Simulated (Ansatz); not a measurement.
Consider the following.

```yaml
crystal:
  lattice:
    - [4.05428, 0.00000, 0.00000]
    - [2.02714, 3.51111, 0.00000]
    - [2.02714, -1.17037, 3.86830]
  atoms:
    - { symbol: Ge, position: [0.53912, 0.23044, 0.69133] }
    - { symbol: Te, position: [0.46088, 0.76956, 0.30867] }
```

No spin polarisation.

Computed with Kohn–Sham DFT with the r2SCAN functional, run in Ansatz (a first-principles code) with PAW and 500 eV plane waves, spin-orbit coupling left out. Settings: 10×10×10 k-points, 0.05 eV Fermi–Dirac smearing.

Problem. What is the computed space group?

Solution. R3m (No. 160).

Problem. What mean in-plane stress (compression positive) does the calculation give?

Solution. +2.9 GPa.

The cells carry an imposed strain or load. No phonon test of stability was made. The cell was made from GeTe (space group R3m, No. 160; layered) by this change: biaxial strain −3.17 %, plane normal [001], relaxed out of plane. No dispersion term is included, though the crystal is made of layers, chains or molecules, so its spacings can come out too wide.
